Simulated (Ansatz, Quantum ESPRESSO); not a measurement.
# In2Se2, 1 layer: response to a perpendicular field, part 3 of 6

Aim: how In2Se2, 1 layer screens a field along its normal, and what the field does to its bands.

Quantum ESPRESSO 7.5; plane-wave DFT, PBE, GBRV ultrasoft pseudopotentials; geometry and cross-check by Ansatz 0.2.0 with PAW datasets.

So far. Step 3 (Self-consistent run: no field): The run needed 13 iterations to bring the estimated error under 1e-09 Ry; the largest force on any atom, held or free, is 0.01 eV/Å. Step 4 (Electrostatic potential): The vacuum is flat to 0.1 meV/Å, so its level is well defined. Inside the slab the curve depends on the local part of the pseudopotentials; only the vacuum level has a meaning of its own.

## 5. Band structure: no field

A bands run reads the converged density and follows the path given under K_POINTS.

File f0.bands.in:

```
&control
  prefix = 'f0.bands'
  outdir = './out'
  pseudo_dir = './pseudo'
  calculation = 'bands'
  tefield = .true.
  dipfield = .true.
/
&system
  ibrav = 0
  nat = 4
  ntyp = 2
  ecutwfc = 40
  ecutrho = 200
  occupations = 'smearing'
  smearing = 'fd'
  degauss = 0.004
  edir = 3
  emaxpos = 0.97
  eopreg = 0.04
  eamp = 0.0
  nbnd = 25
/
&electrons
  conv_thr = 1e-07
  mixing_beta = 0.4
  electron_maxstep = 120
  mixing_mode = 'local-TF'
/
ATOMIC_SPECIES
  Se  78.9710  se_pbe_v1.uspp.F.UPF
  In  114.8180  in_pbe_v1.4.uspp.F.UPF
CELL_PARAMETERS angstrom
  4.08646054975544 0.00000000000000 0.00000000000000
  -2.04323027487772 3.53897864765113 0.00000000000000
  0.00000000000000 0.00000000000000 22.14290946410000
ATOMIC_POSITIONS crystal
  Se  0.333333333333 0.666666666667 0.378597342544
  In  -0.000000000000 -0.000000000000 0.436177059488
  In  -0.000000000000 -0.000000000000 0.563823195848
  Se  0.333333333333 0.666666666667 0.621402402119
K_POINTS crystal_b
4
  0.0000000000 0.0000000000 0.0000000000 14
  0.5000000000 0.0000000000 0.0000000000 14
  0.3333333333 0.3333333333 0.0000000000 14
  0.0000000000 0.0000000000 0.0000000000 1
```

On the command line:

```bash
$ cp -r out/f0.save out/f0.bands.save
$ cp out/f0.xml out/f0.bands.xml
$ OMP_NUM_THREADS=1 mpirun -n 4 pw.x -nk 4 -in f0.bands.in > f0.bands.out
```

The program printed:

```text
[banner, memory and clock lines left out]
Program PWSCF v.7.5 starts

          URL

     Presently no symmetry can be used with electric field

     Atomic positions and unit cell read from directory:
     ./out/f0.bands.save/

     G-vector sticks info

     bravais-lattice index     =            0
     lattice parameter (alat)  =       7.7223  a.u.
     unit-cell volume          =    2161.0088 (a.u.)^3
     number of atoms/cell      =            4
     number of atomic types    =            2
     number of electrons       =        38.00
     number of Kohn-Sham states=           25
     kinetic-energy cutoff     =      40.0000  Ry
     charge density cutoff     =     200.0000  Ry
     Exchange-correlation=  SLA  PW   PBX  PBC
                           (   1   4   3   4   0   0   0)

     celldm(1)=   7.722291  celldm(2)=   0.000000  celldm(3)=   0.000000
     celldm(4)=   0.000000  celldm(5)=   0.000000  celldm(6)=   0.000000

     crystal axes: (cart. coord. in units of alat)
               a(1) = (   1.000000   0.000000   0.000000 )
               a(2) = (  -0.500000   0.866025   0.000000 )
               a(3) = (   0.000000   0.000000   5.418604 )

     reciprocal axes: (cart. coord. in units 2 pi/alat)
               b(1) = (  1.000000  0.577350 -0.000000 )
               b(2) = (  0.000000  1.154701  0.000000 )
               b(3) = (  0.000000 -0.000000  0.184549 )

     PseudoPot. # 1 for Se read from file:
     ./pseudo/se_pbe_v1.uspp.F.UPF
     Pseudo is Ultrasoft + core correction, Zval =  6.0
     Generated by new atomic code, or converted to UPF format
     Using radial grid of  877 points,  6 beta functions with:
                l(1) =   0
                l(2) =   0
                l(3) =   1
                l(4) =   1
                l(5) =   2
                l(6) =   2
     Q(r) pseudized with  8 coefficients,  rinner =    1.300   1.300   1.300
                                                       1.300   1.300

     PseudoPot. # 2 for In read from file:
     ./pseudo/in_pbe_v1.4.uspp.F.UPF
     Pseudo is Ultrasoft + core correction, Zval = 13.0
     Generated by new atomic code, or converted to UPF format
     Using radial grid of  889 points,  6 beta functions with:
                l(1) =   0
                l(2) =   0
                l(3) =   1
                l(4) =   1
                l(5) =   2
                l(6) =   2
     Q(r) pseudized with  6 coefficients,  rinner =    1.400   1.400   1.400
                                                       1.400   1.400

     atomic species   valence    mass     pseudopotential
     Se                6.00    78.97100     Se( 1.00)
     In               13.00   114.81800     In( 1.00)

     No symmetry found

   Cartesian axes

     site n.     atom                  positions (alat units)
         1        Se     tau(   1) = (  -0.0000000   0.5773503   2.0514689  )
         2        In     tau(   2) = (   0.0000000   0.0000000   2.3634705  )
         3        In     tau(   3) = (   0.0000000   0.0000000   3.0551343  )
         4        Se     tau(   4) = (  -0.0000000   0.5773503   3.3671332  )

     number of k points=    43  Fermi-Dirac smearing, width (Ry)=  0.0040
                       cart. coord. in units 2pi/alat
        k(    1) = (   0.0000000   0.0000000   0.0000000), wk =   0.0465116
        k(    2) = (   0.0357143   0.0206197   0.0000000), wk =   0.0465116
        k(    3) = (   0.0714286   0.0412393   0.0000000), wk =   0.0465116
        k(    4) = (   0.1071429   0.0618590   0.0000000), wk =   0.0465116
        k(    5) = (   0.1428571   0.0824786   0.0000000), wk =   0.0465116
        k(    6) = (   0.1785714   0.1030983   0.0000000), wk =   0.0465116
        k(    7) = (   0.2142857   0.1237179   0.0000000), wk =   0.0465116
        k(    8) = (   0.2500000   0.1443376   0.0000000), wk =   0.0465116
        k(    9) = (   0.2857143   0.1649572   0.0000000), wk =   0.0465116
        k(   10) = (   0.3214286   0.1855769   0.0000000), wk =   0.0465116
        k(   11) = (   0.3571429   0.2061965   0.0000000), wk =   0.0465116
        k(   12) = (   0.3928571   0.2268162   0.0000000), wk =   0.0465116
        k(   13) = (   0.4285714   0.2474358   0.0000000), wk =   0.0465116
        k(   14) = (   0.4642857   0.2680555   0.0000000), wk =   0.0465116
        k(   15) = (   0.5000000   0.2886751   0.0000000), wk =   0.0465116
        k(   16) = (   0.4880952   0.3092948   0.0000000), wk =   0.0465116
        k(   17) = (   0.4761905   0.3299144   0.0000000), wk =   0.0465116
        k(   18) = (   0.4642857   0.3505341   0.0000000), wk =   0.0465116
        k(   19) = (   0.4523810   0.3711537   0.0000000), wk =   0.0465116
        k(   20) = (   0.4404762   0.3917734   0.0000000), wk =   0.0465116
        k(   21) = (   0.4285714   0.4123930   0.0000000), wk =   0.0465116
        k(   22) = (   0.4166667   0.4330127   0.0000000), wk =   0.0465116
        k(   23) = (   0.4047619   0.4536324   0.0000000), wk =   0.0465116
        k(   24) = (   0.3928571   0.4742520   0.0000000), wk =   0.0465116
        k(   25) = (   0.3809524   0.4948717   0.0000000), wk =   0.0465116
        k(   26) = (   0.3690476   0.5154913   0.0000000), wk =   0.0465116
        k(   27) = (   0.3571429   0.5361110   0.0000000), wk =   0.0465116
        k(   28) = (   0.3452381   0.5567306   0.0000000), wk =   0.0465116
        k(   29) = (   0.3333333   0.5773503   0.0000000), wk =   0.0465116
        k(   30) = (   0.3095238   0.5361110   0.0000000), wk =   0.0465116
        k(   31) = (   0.2857143   0.4948717   0.0000000), wk =   0.0465116
        k(   32) = (   0.2619048   0.4536324   0.0000000), wk =   0.0465116
        k(   33) = (   0.2380952   0.4123930   0.0000000), wk =   0.0465116
        k(   34) = (   0.2142857   0.3711537   0.0000000), wk =   0.0465116
        k(   35) = (   0.1904762   0.3299144   0.0000000), wk =   0.0465116
        k(   36) = (   0.1666667   0.2886751   0.0000000), wk =   0.0465116
        k(   37) = (   0.1428571   0.2474358   0.0000000), wk =   0.0465116
        k(   38) = (   0.1190476   0.2061965   0.0000000), wk =   0.0465116
        k(   39) = (   0.0952381   0.1649572   0.0000000), wk =   0.0465116
        k(   40) = (   0.0714286   0.1237179   0.0000000), wk =   0.0465116
        k(   41) = (   0.0476190   0.0824786   0.0000000), wk =   0.0465116
        k(   42) = (   0.0238095   0.0412393   0.0000000), wk =   0.0465116
        k(   43) = (   0.0000000   0.0000000   0.0000000), wk =   0.0465116

     Dense  grid:   103227 G-vectors     FFT dimensions: (  36,  36, 192)

     Smooth grid:    73969 G-vectors     FFT dimensions: (  32,  32, 180)

[...]
-15.8552 -15.7599 -15.7076 -15.5893 -15.5298 -15.4531 -15.4512 -15.4023
   -15.3536 -15.1951 -13.1624 -13.0976  -7.2278  -6.4568  -4.1630  -3.3521
    -3.3205  -3.1187  -2.6269   0.5091   0.6150   2.5048   2.7855   3.3125
     5.4311

          k = 0.4643 0.3505 0.0000 (  9250 PWs)   bands (ev):

   -15.8550 -15.7603 -15.7077 -15.5907 -15.5286 -15.4542 -15.4526 -15.4011
   -15.3545 -15.1950 -13.1550 -13.0907  -7.2194  -6.4471  -4.1712  -3.4105
    -3.4079  -3.1113  -2.6264   0.5816   0.6817   2.5746   2.8359   3.1896
     5.3516

          k = 0.4524 0.3712 0.0000 (  9250 PWs)   bands (ev):

   -15.8547 -15.7607 -15.7077 -15.5923 -15.5270 -15.4555 -15.4542 -15.3995
   -15.3556 -15.1949 -13.1450 -13.0814  -7.2083  -6.4341  -4.1887  -3.5185
    -3.4757  -3.1017  -2.6270   0.6698   0.7597   2.6713   2.8729   3.0884
     5.1912

          k = 0.4405 0.3918 0.0000 (  9256 PWs)   bands (ev):

   -15.8543 -15.7613 -15.7078 -15.5943 -15.5250 -15.4570 -15.4563 -15.3976
   -15.3570 -15.1946 -13.1327 -13.0700  -7.1950  -6.4184  -4.2210  -3.6445
    -3.5348  -3.0902  -2.6296   0.7647   0.8373   2.7918   2.8010   3.1228
     5.0337

          k = 0.4286 0.4124 0.0000 (  9260 PWs)   bands (ev):

   -15.8540 -15.7619 -15.7078 -15.5964 -15.5228 -15.4587 -15.4584 -15.3955
   -15.3585 -15.1944 -13.1187 -13.0569  -7.1800  -6.4007  -4.2724  -3.7781
    -3.5764  -3.0771  -2.6351   0.8585   0.9038   2.6740   2.9292   3.2515
     4.8940

          k = 0.4167 0.4330 0.0000 (  9258 PWs)   bands (ev):

   -15.8539 -15.7627 -15.7078 -15.5985 -15.5203 -15.4613 -15.4598 -15.3932
   -15.3603 -15.1940 -13.1035 -13.0428  -7.1642  -6.3819  -4.3422  -3.9123
    -3.5950  -3.0629  -2.6444   0.9456   0.9510   2.5545   3.0710   3.4182
     4.7888

          k = 0.4048 0.4536 0.0000 (  9226 PWs)   bands (ev):

   -15.8537 -15.7636 -15.7078 -15.6005 -15.5177 -15.4639 -15.4609 -15.3907
   -15.3622 -15.1937 -13.0878 -13.0282  -7.1485  -6.3632  -4.4241  -4.0409
    -3.5919  -3.0481  -2.6583   0.9748   1.0225   2.4574   3.1989   3.6072
     4.7372

          k = 0.3929 0.4743 0.0000 (  9220 PWs)   bands (ev):

   -15.8537 -15.7646 -15.7078 -15.6023 -15.5151 -15.4664 -15.4619 -15.3882
   -15.3643 -15.1933 -13.0723 -13.0137  -7.1340  -6.3459  -4.5091  -4.1584
    -3.5720  -3.0334  -2.6773   0.9763   1.0873   2.3865   3.2922   3.8060
     4.7581

          k = 0.3810 0.4949 0.0000 (  9222 PWs)   bands (ev):

   -15.8539 -15.7656 -15.7078 -15.6039 -15.5127 -15.4689 -15.4627 -15.3857
   -15.3666 -15.1930 -13.0577 -13.0002  -7.1216  -6.3312  -4.5889  -4.2603
    -3.5411  -3.0196  -2.7011   0.9612   1.1391   2.3400   3.3409   4.0001
     4.8579

          k = 0.3690 0.5155 0.0000 (  9236 PWs)   bands (ev):

   -15.8542 -15.7666 -15.7078 -15.6052 -15.5106 -15.4711 -15.4633 -15.3832
   -15.3689 -15.1927 -13.0449 -12.9883  -7.1119  -6.3200  -4.6568  -4.3427
    -3.5048  -3.0075  -2.7285   0.9376   1.1777   2.3131   3.3526   4.1723
     5.0224

          k = 0.3571 0.5361 0.0000 (  9246 PWs)   bands (ev):

   -15.8545 -15.7675 -15.7078 -15.6061 -15.5089 -15.4727 -15.4637 -15.3809
   -15.3713 -15.1925 -13.0348 -12.9789  -7.1055  -6.3128  -4.7083  -4.4027
    -3.4692  -2.9978  -2.7562   0.9137   1.2036   2.2998   3.3451   4.3053
     5.2237

          k = 0.3452 0.5567 0.0000 (  9258 PWs)   bands (ev):

   -15.8547 -15.7681 -15.7079 -15.6066 -15.5078 -15.4737 -15.4639 -15.3785
   -15.3737 -15.1923 -13.0281 -12.9727  -7.1021  -6.3095  -4.7402  -4.4389
    -3.4417  -2.9914  -2.7786   0.8962   1.2178   2.2949   3.3340   4.3862
     5.4275

          k = 0.3333 0.5774 0.0000 (  9264 PWs)   bands (ev):

   -15.8549 -15.7683 -15.7079 -15.6068 -15.5074 -15.4741 -15.4640 -15.3762
   -15.3760 -15.1923 -13.0257 -12.9705  -7.1013  -6.3087  -4.7509  -4.4508
    -3.4307  -2.9892  -2.7879   0.8897   1.2220   2.2940   3.3292   4.4120
     5.5608

          k = 0.3095 0.5361 0.0000 (  9256 PWs)   bands (ev):

   -15.8542 -15.7672 -15.7078 -15.6062 -15.5087 -15.4731 -15.4639 -15.3805
   -15.3716 -15.1926 -13.0366 -12.9806  -7.1018  -6.3067  -4.7086  -4.4063
    -3.4815  -2.9994  -2.7425   0.9177   1.2104   2.2935   3.3516   4.3331
     5.3003

          k = 0.2857 0.4949 0.0000 (  9238 PWs)   bands (ev):

   -15.8514 -15.7633 -15.7081 -15.6044 -15.5113 -15.4711 -15.4639 -15.3845
   -15.3675 -15.1938 -13.0718 -13.0133  -7.0947  -6.2862  -4.5886  -4.2847
    -3.6145  -3.0319  -2.6197   0.9978   1.1898   2.2880   3.4121   4.1626
     4.9688

          k = 0.2619 0.4536 0.0000 (  9258 PWs)   bands (ev):

   -15.8457 -15.7559 -15.7086 -15.6018 -15.5141 -15.4698 -15.4648 -15.3878
   -15.3639 -15.1965 -13.1332 -13.0705  -7.0694  -6.2282  -4.4053  -4.1059
    -3.7786  -3.0861  -2.4580   1.1131   1.1759   2.2840   3.4890   3.9674
     4.6278

          k = 0.2381 0.4124 0.0000 (  9228 PWs)   bands (ev):

   -15.8364 -15.7442 -15.7091 -15.5987 -15.5162 -15.4697 -15.4667 -15.3900
   -15.3607 -15.2006 -13.2196 -13.1512  -7.0229  -6.1216  -4.1760  -3.9310
    -3.8882  -3.1568  -2.2858   1.1729   1.2380   2.3005   3.5596   3.7760
     4.3101

          k = 0.2143 0.3712 0.0000 (  9238 PWs)   bands (ev):

   -15.8236 -15.7282 -15.7092 -15.5957 -15.5176 -15.4715 -15.4699 -15.3913
   -15.3579 -15.2065 -13.3269 -13.2519  -6.9621  -5.9642  -4.0485  -3.9079
    -3.6475  -3.2343  -2.1211   1.1731   1.3492   2.3562   3.5969   3.5970
     4.0621

          k = 0.1905 0.3299 0.0000 (  9234 PWs)   bands (ev):

   -15.8080 -15.7080 -15.7076 -15.5928 -15.5181 -15.4750 -15.4744 -15.3913
   -15.3555 -15.2141 -13.4494 -13.3672  -6.9015  -5.7620  -4.0887  -3.6324
    -3.4024  -3.3006  -1.9767   1.1598   1.4442   2.4412   3.4372   3.5494
     3.9635

          k = 0.1667 0.2887 0.0000 (  9214 PWs)   bands (ev):

   -15.7913 -15.7039 -15.6827 -15.5906 -15.5176 -15.4801 -15.4798 -15.3900
   -15.3534 -15.2235 -13.5800 -13.4907  -6.8575  -5.5292  -4.0426  -3.3610
    -3.3538  -3.1439  -1.8616   1.1114   1.5454   2.4953   3.3231   3.4487
     4.0095

          k = 0.1429 0.2474 0.0000 (  9198 PWs)   bands (ev):

   -15.7768 -15.6944 -15.6542 -15.5890 -15.5164 -15.4866 -15.4854 -15.3875
   -15.3515 -15.2345 -13.7118 -13.6157  -6.8404  -5.2887  -3.9000  -3.3631
    -3.0892  -2.9138  -1.7801   1.0078   1.6822   2.4314   3.2936   3.3985
     4.1110

          k = 0.1190 0.2062 0.0000 (  9216 PWs)   bands (ev):

   -15.7675 -15.6777 -15.6234 -15.5883 -15.5148 -15.4935 -15.4914 -15.3838
   -15.3500 -15.2469 -13.8379 -13.7356  -6.8502  -5.0714  -3.6677  -3.2945
    -2.8524  -2.7084  -1.7316   0.8379   1.8721   2.2337   3.3192   3.4370
     4.2185

          k = 0.0952 0.1650 0.0000 (  9237 PWs)   bands (ev):

   -15.7631 -15.6552 -15.5920 -15.5884 -15.5130 -15.5003 -15.4970 -15.3787
   -15.3488 -15.2606 -13.9522 -13.8444  -6.8782  -4.9068  -3.3662  -3.1338
    -2.6540  -2.5365  -1.7114   0.6043   1.9169   2.1511   3.3243   3.5588
     4.0576

          k = 0.0714 0.1237 0.0000 (  9245 PWs)   bands (ev):

   -15.7618 -15.6313 -15.5889 -15.5624 -15.5111 -15.5064 -15.5017 -15.3719
   -15.3479 -15.2755 -14.0489 -13.9364  -6.9130  -4.8048  -3.0261  -2.8870
    -2.4999  -2.4026  -1.7131   0.3229   1.5852   2.4470   3.2826   3.7233
     3.9210

          k = 0.0476 0.0825 0.0000 (  9247 PWs)   bands (ev):

   -15.7617 -15.6103 -15.5898 -15.5376 -15.5112 -15.5095 -15.5052 -15.3629
   -15.3472 -15.2909 -14.1228 -14.0065  -6.9448  -4.7522  -2.6897  -2.5970
    -2.3915  -2.3080  -1.7316   0.0254   1.2489   2.7668   3.2194   3.8227
     3.8335

          k = 0.0238 0.0412 0.0000 (  9255 PWs)   bands (ev):

   -15.7621 -15.5958 -15.5904 -15.5210 -15.5142 -15.5085 -15.5074 -15.3528
   -15.3468 -15.3055 -14.1693 -14.0505  -6.9665  -4.7295  -2.4190  -2.3419
    -2.3278  -2.2520  -1.7621  -0.2272   0.9888   3.0364   3.1688   3.7555
     3.8430

          k = 0.0000 0.0000 0.0000 (  9271 PWs)   bands (ev):

   -15.7622 -15.5908 -15.5908 -15.5153 -15.5153 -15.5081 -15.5081 -15.3467
   -15.3467 -15.3130 -14.1851 -14.0655  -6.9742  -4.7234  -2.3068  -2.3068
    -2.2335  -2.2335  -1.7822  -0.3335   0.8883   3.1501   3.1501   3.7273
     3.8355

     XML data file, pseudopotentials, collected wavefunctions

                                        0.00s GPU  (     745 calls)
[key lines of the parts left out:]
Dipole field         -0.0000 Ry au,
```

Run time: 49 s. Hardware: 4 MPI ranks of Arm Neoverse V1, shared host; peak memory 0.42 GiB.

This step gave:

* valence top, on the run's zero: -1.711 eV
* conduction bottom, on the run's zero: -0.3335 eV
* gap by band count: 1.378 eV

Band numbers count within the set of bands kept for display. Electronic bands along the path, in eV, zero at the highest filled level of the SCF mesh; v1 is the highest filled band, c1 the lowest empty one:

| point | v4 | v3 | v2 | v1 | c1 | c2 | c3 | c4 |
| --- | --- | --- | --- | --- | --- | --- | --- | --- |
| Γ | -0.59 | -0.52 | -0.52 | -0.07 | 1.38 | 2.60 | 4.87 | 4.87 |
| halfway | -1.71 | -1.14 | -1.01 | -0.09 | 2.53 | 2.82 | 4.65 | 4.75 |
| M | -1.58 | -1.53 | -1.41 | -0.91 | 2.16 | 2.27 | 4.16 | 4.46 |
| halfway | -2.20 | -1.88 | -1.35 | -0.93 | 2.66 | 2.67 | 4.27 | 4.79 |
| K | -2.73 | -1.71 | -1.27 | -1.07 | 2.61 | 2.94 | 4.01 | 5.05 |
| halfway | -1.65 | -1.64 | -1.43 | -0.15 | 2.83 | 3.26 | 4.21 | 5.04 |
| Γ | -0.59 | -0.52 | -0.52 | -0.07 | 1.38 | 2.60 | 4.87 | 4.87 |

Along this path the valence top lies between K and Γ and the conduction bottom at Γ.

## 6. Ground state: field 0.1 V/Å

eamp is the field in Hartree atomic units (1 a.u. = 51.42 V/Å). With dipfield on, it is the field in the vacuum beside an isolated sheet. The run starts from the density of the one before.

File f1.in:

```
&control
  prefix = 'f1'
  outdir = './out'
  pseudo_dir = './pseudo'
  calculation = 'scf'
  tprnfor = .true.
  tefield = .true.
  dipfield = .true.
/
&system
  ibrav = 0
  nat = 4
  ntyp = 2
  ecutwfc = 40
  ecutrho = 200
  occupations = 'smearing'
  smearing = 'fd'
  degauss = 0.004
  edir = 3
  emaxpos = 0.97
  eopreg = 0.04
  eamp = 0.00194469
/
&electrons
  conv_thr = 1e-09
  mixing_beta = 0.4
  electron_maxstep = 120
  mixing_mode = 'plain'
  startingpot = 'file'
/
ATOMIC_SPECIES
  Se  78.9710  se_pbe_v1.uspp.F.UPF
  In  114.8180  in_pbe_v1.4.uspp.F.UPF
CELL_PARAMETERS angstrom
  4.08646054975544 0.00000000000000 0.00000000000000
  -2.04323027487772 3.53897864765113 0.00000000000000
  0.00000000000000 0.00000000000000 22.14290946410000
ATOMIC_POSITIONS crystal
  Se  0.333333333333 0.666666666667 0.378597342544
  In  -0.000000000000 -0.000000000000 0.436177059488
  In  -0.000000000000 -0.000000000000 0.563823195848
  Se  0.333333333333 0.666666666667 0.621402402119
K_POINTS automatic
  6 6 1 0 0 0
```

On the command line:

```bash
$ cp -r out/f0.save out/f1.save
$ OMP_NUM_THREADS=1 mpirun -n 4 pw.x -nk 2 -in f1.in > f1.out
```

The program printed:

```text
[banner, memory and clock lines left out]
Program PWSCF v.7.5 starts
[...]
number of electrons       =        38.00
     number of Kohn-Sham states=           23
     kinetic-energy cutoff     =      40.0000  Ry
     charge density cutoff     =     200.0000  Ry
[...]
number of k points=    20  Fermi-Dirac smearing, width (Ry)=  0.0040
[...]
Dense  grid:   103227 G-vectors     FFT dimensions: (  36,  36, 192)
[...]
The initial density is read from file :
[...]
negative rho (up, down):  3.752E-04 0.000E+00
[...]
Starting wfcs are   26 randomized atomic wfcs
[...]
negative rho (up, down):  3.739E-04 0.000E+00
[...]
estimated scf accuracy    <       0.01778325 Ry
[...]
negative rho (up, down):  3.736E-04 0.000E+00
[...]
estimated scf accuracy    <       0.17270930 Ry
[...]
negative rho (up, down):  3.742E-04 0.000E+00
[...]
estimated scf accuracy    <       0.00002508 Ry
[...]
negative rho (up, down):  3.745E-04 0.000E+00
[...]
estimated scf accuracy    <       0.00000444 Ry
[...]
negative rho (up, down):  3.748E-04 0.000E+00
[...]
estimated scf accuracy    <       0.00000058 Ry
[...]
negative rho (up, down):  3.749E-04 0.000E+00
[...]
estimated scf accuracy    <       0.00000009 Ry
[...]
negative rho (up, down):  3.750E-04 0.000E+00
[...]
estimated scf accuracy    <       0.00000002 Ry
[...]
negative rho (up, down):  3.750E-04 0.000E+00
[...]
estimated scf accuracy    <          2.0E-09 Ry
[...]
negative rho (up, down):  3.750E-04 0.000E+00
[...]
Computed dipole along edir(3) :
        Dipole                0.1099 Ry au,          0.2794 Debye
        Dipole field          0.0006 Ry au,
        E field amplitude [Ha a.u.]:  1.9447E-03
        Potential amp.        0.1049 Ry
        Total length         40.1703 bohr
[...]
the Fermi energy is    -0.9586 ev
!    total energy              =    -354.30986413 Ry
     estimated scf accuracy    <          8.2E-11 Ry
     smearing contrib. (-TS)   =      -0.00000005 Ry
     internal energy E=F+TS    =    -354.30986408 Ry
[...]
one-electron contribution =   -1282.99064147 Ry
     hartree contribution      =     655.92967700 Ry
     xc contribution           =    -134.92444640 Ry
     ewald contribution        =     407.67590409 Ry
     electric field correction =      -0.00035730 Ry
     convergence has been achieved in   9 iterations
     negative rho (up, down):  3.750E-04 0.000E+00
[...]
Total force =     0.001406     Total SCF correction =     0.000045
[...]
```

Elapsed: 22 s, on 4 MPI ranks; peak memory 0.39 GiB; 88 s of CPU time.

This step gave:

```
free energy                          : -4820.6313 eV
Fermi energy                         : -0.9586 eV
dipole along the normal              : 0.05817 e·Å
valence top, on the run's zero       : -1.702 eV
conduction bottom, on the run's zero : -0.3193 eV
gap by band count                    : 1.382 eV
```

The dipole goes from -0.0000 to 0.0582 e Å, 0.5817 e Å per V/Å.

[end of part 3 of 6]

[Logs are printed without paths, hosts, clocks, repeated set-up lines and the standing remarks that a program may print on its own settings, such as how far it seeks lower states.]

[Hosts, paths, dates, database ids (printed as entryN), source tags and the programs' standing remarks are cut or masked in the printed files.]

[Maps of the electrostatic potential energy from Ansatz leave out the sawtooth potential of an applied field or a dipole correction, so their vacuum need not be flat; planar profiles and work functions include it.]
